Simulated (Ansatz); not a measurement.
# CoO (R-3m) in Ansatz: further runs

The runs below take CoO through projected density of states, with r2SCAN, r2SCAN+U.

Everything below comes from runs of Ansatz 0.2.0. Logs are shortened: lines on timing, memory, paths and dates and some standing lists are left out, and cuts for length are marked.

### Step 1. The structure

Symmetry: R-3m, No. 166, trigonal system. The conventional cell has a = 3.011 Å, b = 3.011 Å, c = 7.320 Å, α = 90.00°, β = 90.00°, γ = 120.00°. Around Co (site symmetry -3m) lie 6 O at 2.12 Å. O (site symmetry -3m) is surrounded by 6 Co at 2.12 Å.

The cell is a database's computed one.

### Step 2. Projected density of states, r2SCAN, collinear spin, ferromagnetic start

The input, input.yaml:

```yaml
crystal:
  lattice:
    - [1.5054695445, 0.8691832468, 2.4399269062]
    - [-1.5054695445, 0.8691832468, 2.4399269062]
    - [0.0, -1.7383664936, 2.4399269062]
  atoms:
    - { symbol: Co, position: [0.0, 0.0, 0.0], spin: 2.0 }
    - { symbol: O, position: [0.5, 0.5, 0.5] }
hamiltonian:
  xc: r2scan
  pseudopotentials: { kind: paw }
magnetization:
  spin_polarized: true
kpoints:
  mp_grid: { grid: [11, 11, 11] }
scf:
  occupations: { method: fermi_dirac, width: 0.05 }
  n_extra_bands: 6
output:
  forces: true
  stress: true
  eigenvalues: true
  dos: { projected: true, de: 0.05, nscf_kmesh: { grid: [17, 17, 17] } }
  write_density: true
  write_potential: true
  elf: true
  volumetric_format: npy
```

Potentials or basis: Ansatz PAW.

Command:

```bash
> ansatz run input.yaml --threads 2 --pin off --max-ram 5632MiB --backend cpu --events-out ev --progress --plain --runs-dir out
```

Standard output:

```text
Warning: RAYON_NUM_THREADS=2 ignored (pool sized by the plan → 2); use --threads N
scf.n_extra_bands = 6 over 12 filled bands (N_el = 23.0): the run solves 18 bands
Engine: ansatz 0.2.0, aarch64-unknown-linux-gnu
Pseudopotentials: kind: paw
Pseudopotential: Co, paw, valence charge 17, recommended cutoff 500 eV (meta_gga), Co.paw.azcp
Pseudopotential: O, paw, valence charge 6, recommended cutoff 500 eV (meta_gga), O.paw.azcp
Functional definition: r2SCAN
  parameter k0 = 0.174
  parameter k1 = 0.065
  parameter a1 = 4.9479
  exchange = r2scan_x(k0 = k0, k1 = k1, a1 = a1)
  correlation = r2scan_c
Crystal: 2 atoms, lattice volume = 19.156 Å³
Basis set: ecut = 500 eV, 531 PW (Γ), exchange–correlation on 96×96×96 points (64 copies of the dense FFT grid, shifted against one another)
Bands: 18, of which v1, the nominal top of the filled ones, is band 12 counted from 1 (11 counted from 0)
Symmetry: 12 space group operations
Space group: R-3m (ITA 166), of the structure as read, at distance tolerance 2.7e-5 Å
Magnetic group: BNS 166.97 (UNI 1327), of the structure as read, at distance tolerance 2.7e-5 Å
k-points: 146 of 1331
Non-local potential: Co, projectors of the file, l = 0: 3, l = 1: 2, l = 2: 3, l = 3: 1
Non-local potential: O, projectors of the file, l = 0: 2, l = 1: 2, l = 2: 1
PAW form: soft (Blöchl's): semilocal exchange-correlation on the pseudo side does not see the compensation charge
PAW frozen core: Co, regenerated for the run's functional (the file was generated under x = pbe(κ = 0.804, μ = 0.2195149727645171), c = pbe(β = 0.06672455060314922))
PAW frozen core: O, regenerated for the run's functional (the file was generated under x = pbe(κ = 0.804, μ = 0.2195149727645171), c = pbe(β = 0.06672455060314922))
PAW one-centre angular grid: Co, 590 points (default); XC on 160 Gauss nodes
PAW one-centre angular grid: O, 302 points (default); XC on 160 Gauss nodes
Initial density: superposition of atomic densities (chi_scale 0.1, normalization cell, long waves kept (reshape's long-wave potential 0.00 eV rms))
Starting moments: Σ|m| = 2 μB on 1 of 2 sites
Initial wavefunctions: pseudopotential atomic-orbital guess
Functional: x = r2scan, c = r2scan; τ floored in thin density (d = 2e-4 eV/Å³)
SCF iter   1: F=—  HF=-5697.815332 eV  |F-HF|=—  |Δ(HF+E_count)|=         —  Δρ=1.38e-1 (↑1.38e-1 ↓7.89e-2)  dr2=5.19e0  dr2_τ=1.38e-2  dr2_m=5.08e-1  M=2.351 μB ∫|m|=2.351 μB  β_m=1.00  ethr=3.10e-3  ⟨swp⟩=5.7  Hψ=22967  notcnv=0
Mixer restart at iter 1: flushing history
preconditioner: auto → none  [metal: Δε(μ)=0.003 eV  Ē_g=15.963 eV  σ=0.050 eV  W_gap=0.01  n_scr=8 (ndim 8)  ℏωp=32.9 eV  f_vac=0.000  D(μ)=4.75/eV (n_scr^D=112)  sad-step TF]
SCF iter   2: F=—  HF=-5698.503550 eV  |F-HF|=—  |Δ(HF+E_count)|=   6.88e-1  Δρ=5.71e-2 (↑5.71e-2 ↓3.82e-2)  dr2=8.59e-1  dr2_τ=3.01e-2  dr2_m=1.19e-1  M=2.584 μB ∫|m|=2.590 μB  β_m=1.00  ethr=3.10e-3  ⟨swp⟩=2.9  Hψ=12724  notcnv=0  defer=295  κ⁻¹=1.0e0(r=1)
[... 15 lines left out ...]
SCF 1 converged in 15 iterations: F = -5699.579994 eV  dr2 = 6.62e-9
Symmetry: 4 space group operations
k-points: 366 of 1331
Initial density: read from a saved state, or passed on in memory by an earlier SCF of this step, an earlier step, the calling program or the single point that the run made first
Starting moments: Σ|m| = 2 μB on 1 of 2 sites; this step starts from the density that it was given
Initial wavefunctions: those read from a saved state, or passed on in memory by an earlier step or the calling program
iter 1 solved again at ethr=2.88e-11 eV; its pass at ethr=4.35e-6 eV (dr2=6.63e-9 eV) is discarded
SCF iter   1: F=—  HF=-5699.579993 eV  |F-HF|=—  |Δ(HF+E_count)|=         —  Δρ=1.00e-5 (↑4.94e-6 ↓1.00e-5)  dr2=6.63e-9  dr2_τ=4.75e-10  dr2_m=2.73e-9  M=3.000 μB ∫|m|=3.023 μB  ethr=2.88e-11  ⟨swp⟩=1.0  Hψ=77929  notcnv=0
preconditioner: auto → none  [insulator: Δε(μ)=0.428 eV  Ē_g=16.731 eV  σ=0.050 eV  W_gap=0.94  n_scr=8 (ndim 8)  ℏωp=32.9 eV  f_vac=0.000  D(μ)=0.00/eV (n_scr^D=0)  ε∞_Penn≈4.9]
an SCF along what the orbitals of the run's state read of its open shells (or to have them read: on a GPU, or by another smearing), with 8 of the crystal's symmetry operations given up (366 k-points in place of 146), reached no lower state that the run goes on to. This is no proof of a minimum
this state was not tested for a lower state beside it, because the mixer in use, unlike msr1, does not test its closes by its own steps (another_mixer; see scf.mixing.algorithm and scf.lower_state_search)
NSCF: frozen V_eff on 489 k-points
SCF converged after 15 iterations
Magnetization: 2.9999 μB (13.0000 up, 10.0000 down)
Absolute magnetization: 3.0207 μB (∫|ρ↑−ρ↓|, with the PAW one-centre terms)
Spin contamination: 0.0053 ħ² per cell (⟨S²⟩ above its minimum at these occupations)
Per-site moments (μB) at R_I (Å): [(2.601009750540744, 0.876038603632342), (0.27591999588472527, 0.876038603632342)]
Free energy (F): -5699.579994 eV
Harris-Foulkes:  -5699.579993 eV  (|F-HF|=2.30e-8)
Internal energy: -5699.579918 eV  (E = F + TS)
E sigma→0 (E₀):  -5699.579956 eV
Entropy (-TS):   -0.000076 eV (-0.038 meV/atom)
Fermi energy:    14.049249 eV
--- Per-component energies (eV) ---
  E_band       = -329.505977
  E_kinetic    = 619.159986
  E_local      = -3426.997422  (includes V_loc(G=0)·N_el)
  E_nonlocal   = 517.929995
  E_hartree    = 1409.878010
  E_xc         = -227.208101
  E_vxc        = -329.057643  (∫ρ·V_xc dr)
  E_paw        = -1689.332034  (= ΣΔE_a)
  E_vpaw       = -550.871905  (= ΣTr[D̂ρ^β])
  E_aug_tail   = 0.001072  (compensation charges beyond the density's cutoff)
  E_vtau       = 20.574123  (kinetic-family band-sum trace: ∫τ·v_τ [+ j·A + Jᵃ·Aᵃ] dr)
  E_ewald      = -2902.684276
  E_core_change = -0.327147  (= ΣΔE_core)
  E_smearing   = -0.000076  (= −TS)
  E_closure    = -0.000000  (closes the sum)
  Σ components = -5699.579994   (vs F -5699.579994, Δ=0.00e0)
--- Forces (eV/Å), atoms counted from 1 ---
  atom   1  Co     0.00000000    -0.00000000    -0.00000000
  atom   2  O      0.00000000    -0.00000000     0.00000000
  max |Σ_I F_I| component: 1.58e-30 eV/Å
--- Stress (GPa, compression-positive) ---
        0.729504       0.000000      -0.000000
        0.000000       0.729504      -0.000000
       -0.000000      -0.000000      -0.369113
  P = ⅓ Tr σ = 0.3633 GPa (3.633 kbar)
--- Band table (eV; the first three rows and the last of 292) ---
  k-point 0 ↑: bands = ["-87.0591", "-49.3385", "-48.6450", "-48.6450", "-7.4157", "9.4352", "9.9868", "9.9868", "10.6049", "10.6376", "10.6376", "10.7439", "10.7439", "15.2555", "31.3026", "32.4930", "32.6342", "32.6342"]
  k-point 1 ↑: bands = ["-87.0588", "-49.3391", "-48.6475", "-48.6453", "-7.3306", "9.2701", "9.4565", "9.5067", "9.8962", "10.6256", "11.0717", "11.2162", "11.3748", "15.8451", "29.6337", "32.2402", "32.3589", "33.4873"]
  k-point 2 ↑: bands = ["-87.0581", "-49.3410", "-48.6544", "-48.6463", "-7.0942", "8.3931", "8.6321", "8.7378", "9.7670", "10.7720", "11.2948", "12.0255", "12.1901", "17.0850", "27.4422", "31.1938", "31.2901", "33.9564"]
  k-point 145 ↓: bands = ["-82.5509", "-44.6426", "-44.4902", "-44.4882", "-5.5872", "6.3743", "9.1728", "9.3046", "13.1692", "13.2073", "15.4409", "17.3824", "17.6755", "20.4603", "25.1980", "27.8762", "28.7350", "37.2432"]
```

dos.tsv:

```text
# E-E_F[eV]	g_bin_mean(E)[states/eV]	N(E)	g_bin_mean_up(E)	g_bin_mean_dn(E)	N_up(E)	N_dn(E)
# format = ansatz-dos/2
# fermi_ev = 14.049091
# fermi_mp_grid = 17 17 17
# fermi_mp_shift = 0 0 0
# nscf_kmesh_grid = 17 17 17
# nscf_kmesh_shift = 0 0 0
# g_bin_mean(E): the states in a bin one row spacing wide, centred on E, divided by that spacing. States that the method places at a single energy (under output.dos.method: tetrahedron, those of a tetrahedron whose four corners have one energy) are counted whole in the row whose bin holds that energy (on the edge of two bins, in the lower row). The sum of g_bin_mean over a run of rows, times the row spacing, is the number of states from half a spacing under the first of them to half a spacing over the last (a plain sum, not the trapezoid rule).
-101.608212	0.000000e0	0.000000e0	0.000000e0	0.000000e0	0.000000e0	0.000000e0
-101.558212	0.000000e0	0.000000e0	0.000000e0	0.000000e0	0.000000e0	0.000000e0
-101.508212	0.000000e0	0.000000e0	0.000000e0	0.000000e0	0.000000e0	0.000000e0
-101.458212	0.000000e0	0.000000e0	0.000000e0	0.000000e0	0.000000e0	0.000000e0
-101.408212	0.000000e0	0.000000e0	0.000000e0	0.000000e0	0.000000e0	0.000000e0
-101.358212	0.000000e0	0.000000e0	0.000000e0	0.000000e0	0.000000e0	0.000000e0
[... 2510 lines left out ...]
24.191788	0.000000e0	3.600000e1	0.000000e0	0.000000e0	1.800000e1	1.800000e1
24.241788	0.000000e0	3.600000e1	0.000000e0	0.000000e0	1.800000e1	1.800000e1
```

rho_z.tsv:

```text
# z_ang	rho[e/angstrom^3]	rho_spin[e/angstrom^3]
# format = ansatz-planar-average/11
# lattice	1.505469545	0.869183247	2.439926906
# lattice	-1.505469545	0.869183247	2.439926906
# lattice	0.000000000	-1.738366494	2.439926906
# sites	2
# site	27	0.000000000	0.000000000	0.000000000
# site	8	0.000000000	0.000000000	3.659890359
0.000000	2.941957e0	4.872978e-1
0.124827	2.703508e0	4.546596e-1
0.249655	2.130255e0	3.688012e-1
0.374482	1.505855e0	2.617674e-1
0.499310	1.025301e0	1.675910e-1
0.624137	7.337015e-1	1.015260e-1
[... 16 lines left out ...]
2.746203	2.130255e0	3.688012e-1
2.871030	2.703508e0	4.546596e-1
```

It took 33 s on 2 threads of Arm Neoverse V2, shared host; peak memory 0.76 GiB.

What came out:

- Free energy: -5699.5800 eV
- Pressure: 0.4 GPa
- Band gap on the k mesh: 0.43 eV, indirect (least direct gap 1.34 eV)
- Net moment: 3.00 μB per cell
- Absolute moment: 3.02 μB per cell
- Site moments: Co +2.60; O +0.28 μB

Stress tensor (GPa, compression positive):
```
 0.73  0.00  0.00
 0.00  0.73  0.00
 0.00  0.00 -0.37
```

Levels at points of the mesh, in eV from the valence-band top:
Spin up:
| k point | band 9 | band 10 | band 11 | band 12 | band 13 | band 14 | band 15 | band 16 | band 17 | band 18 |
| --- | --- | --- | --- | --- | --- | --- | --- | --- | --- | --- |
| (0.00, 0.00, 0.00) | -3.16 | -3.13 | -3.13 | -3.02 | -3.02 | 1.49 | 17.54 | 18.73 | 18.87 | 18.87 |
Spin down:
```csv
k point,band 8,band 9,band 10,band 11,band 12,band 13
"(0.00, 0.00, 0.00)",-2.44,-1.47,-1.47,0.43,1.31,1.31
```

States per cell in windows of 0.5 eV (zero at the valence-band top; states under -8 eV left out):
```
from (eV)    up  down  Co 3d up  Co 3d down  O 2p up  O 2p down  Co 4s up  Co 4s down
     -8.0  0.20  0.02      0.04        0.00     0.12       0.01      0.03        0.00
     -7.5  0.46  0.12      0.10        0.02     0.30       0.08      0.05        0.02
     -7.0  0.22  0.31      0.05        0.04     0.16       0.22      0.01        0.05
     -6.5  0.96  0.40      0.44        0.04     0.51       0.31      0.01        0.04
     -6.0  0.56  0.15      0.26        0.02     0.29       0.11      0.00        0.01
     -5.5  0.34  0.30      0.16        0.05     0.17       0.23      0.00        0.01
     -5.0  0.17  0.55      0.08        0.12     0.09       0.41      0.00        0.01
     -4.5  0.15  0.77      0.12        0.16     0.03       0.60      0.00        0.00
     -4.0  0.64  0.27      0.58        0.05     0.06       0.22      0.00        0.00
     -3.5  0.56  0.09      0.46        0.01     0.08       0.07      0.01        0.00
     -3.0  0.88  0.02      0.80        0.00     0.07       0.02      0.00        0.00
     -2.5  0.96  0.01      0.77        0.01     0.16       0.00      0.01        0.00
     -2.0  0.91  0.09      0.65        0.08     0.23       0.01      0.01        0.00
     -1.5  0.39  0.33      0.20        0.30     0.18       0.03      0.00        0.00
     -1.0  0.34  0.69      0.16        0.62     0.18       0.06      0.00        0.00
     -0.5  0.21  0.88      0.09        0.79     0.11       0.08      0.00        0.00
      0.0  0.00  0.00      0.00        0.00     0.00       0.00      0.00        0.00
      0.5  0.00  0.10      0.00        0.09     0.00       0.00      0.00        0.00
      1.0  0.00  0.89      0.00        0.84     0.00       0.04      0.00        0.00
      1.5  0.00  0.24      0.00        0.22     0.00       0.01      0.00        0.00
      2.0  0.01  0.65      0.00        0.57     0.00       0.04      0.00        0.01
      2.5  0.01  0.50      0.00        0.40     0.00       0.06      0.01        0.01
      3.0  0.02  0.41      0.00        0.31     0.00       0.08      0.01        0.01
      3.5  0.02  0.22      0.00        0.16     0.00       0.06      0.01        0.01
      4.0  0.03  0.01      0.00        0.00     0.01       0.00      0.02        0.01
      4.5  0.04  0.02      0.00        0.00     0.01       0.00      0.02        0.01
      5.0  0.06  0.03      0.00        0.00     0.01       0.01      0.03        0.01
      5.5  0.09  0.04      0.00        0.00     0.01       0.01      0.04        0.02
      6.0  0.11  0.07      0.00        0.00     0.02       0.01      0.05        0.03
      6.5  0.16  0.09      0.00        0.00     0.02       0.01      0.09        0.04
      7.0  0.14  0.10      0.00        0.00     0.01       0.02      0.08        0.04
      7.5  0.13  0.14      0.00        0.00     0.01       0.02      0.07        0.08
```

Caveat: the magnetic or orbital state may not be the lowest; odd divisions of the mesh miss points on the zone boundary, where band edges often lie, so the gap on the mesh can be too wide; a cell with one magnetic atom can't hold antiferromagnetic order, which such compounds often take; the PAW data sets come from PBE, with cores solved anew for the run's functional, which leaves a small shift of forces and pressure.

### Step 3. Projected density of states, r2SCAN+U, collinear spin, ferromagnetic start

input.yaml: that of step 2 with these lines changed.

```diff
@@ -11,2 +11,3 @@
   pseudopotentials: { kind: paw }
+  hubbard: { sites: [{ species: Co, l: d, u_eff: 1.0 }] }
 magnetization:
@@ -23,5 +24 @@
   dos: { projected: true, de: 0.05, nscf_kmesh: { grid: [17, 17, 17] } }
-  write_density: true
-  write_potential: true
-  elf: true
-  volumetric_format: npy
```

Potentials or basis: Ansatz PAW.

Command:

```bash
> ansatz run input.yaml --threads 2 --pin off --max-ram 5632MiB --backend cpu --events-out ev --progress --plain --runs-dir out
```

Wall time 1.7 min (2 threads of Arm Neoverse V2, shared host); peak memory 1.1 GiB.

The run converged. Its results:

* Free energy: -5699.4029 eV
* Pressure: 2.1 GPa
* Band gap on the k mesh: 1.06 eV, indirect (least direct gap 1.99 eV)
* Net moment: 3.00 μB per cell
* Absolute moment: 3.02 μB per cell
* Site moments: Co +2.62; O +0.25 μB

Stress tensor (GPa, compression positive):
```
2.57 0.00 0.00
0.00 2.57 0.00
0.00 0.00 1.22
```

Levels at points of the mesh, in eV from the valence-band top:
Spin up:
```tsv
k point	band 9	band 10	band 11	band 12	band 13	band 14	band 15	band 16	band 17	band 18
(0.00, 0.00, 0.00)	-3.37	-3.37	-2.88	-2.85	-2.85	1.69	17.71	18.90	19.05	19.05
```
Spin down:
```
           k point  band 6  band 7  band 8  band 9  band 10  band 11  band 12  band 13  band 14  band 15
(0.00, 0.00, 0.00)   -2.33   -2.33   -2.22   -1.83    -1.83     1.06     1.85     1.85     2.54    17.97
```

States per cell in windows of 1 eV (zero at the valence-band top; states under -8 eV left out):
```tsv
from (eV)	up	down	Co 3d up	Co 3d down	O 2p up	O 2p down	Co 4s up	Co 4s down
-8.0	0.58	0.08	0.16	0.01	0.34	0.05	0.07	0.01
-7.0	1.30	0.67	0.59	0.08	0.66	0.49	0.03	0.08
-6.0	0.92	0.41	0.52	0.06	0.39	0.31	0.00	0.02
-5.0	0.71	1.15	0.58	0.26	0.12	0.86	0.00	0.01
-4.0	1.21	0.64	1.03	0.12	0.15	0.50	0.01	0.00
-3.0	1.87	0.08	1.45	0.03	0.36	0.04	0.03	0.00
-2.0	0.84	0.69	0.41	0.60	0.40	0.08	0.01	0.00
-1.0	0.55	1.29	0.22	1.12	0.32	0.15	0.00	0.01
0.0	0.00	0.00	0.00	0.00	0.00	0.00	0.00	0.00
1.0	0.00	0.86	0.00	0.82	0.00	0.03	0.00	0.00
2.0	0.01	0.99	0.00	0.89	0.00	0.05	0.01	0.02
3.0	0.03	0.95	0.00	0.76	0.01	0.14	0.02	0.02
4.0	0.06	0.25	0.00	0.16	0.01	0.06	0.03	0.02
5.0	0.12	0.06	0.00	0.00	0.02	0.01	0.06	0.03
6.0	0.24	0.14	0.00	0.01	0.03	0.03	0.12	0.06
7.0	0.29	0.21	0.00	0.01	0.03	0.03	0.16	0.09
```

Eigenvalues of the final occupation matrices:
| site | spin | trace | eigenvalues |
| --- | --- | --- | --- |
| site 1 | 1 | 4.99 | 1.00 1.00 1.00 1.00 1.00 |
| site 1 | 2 | 2.29 | 0.06 0.13 0.13 0.98 0.98 |

Caveat: the magnetic or orbital state may not be the lowest; odd divisions of the mesh miss points on the zone boundary, where band edges often lie, so the gap on the mesh can be too wide; a cell with one magnetic atom can't hold antiferromagnetic order, which such compounds often take; the PAW data sets come from PBE, with cores solved anew for the run's functional, which leaves a small shift of forces and pressure.
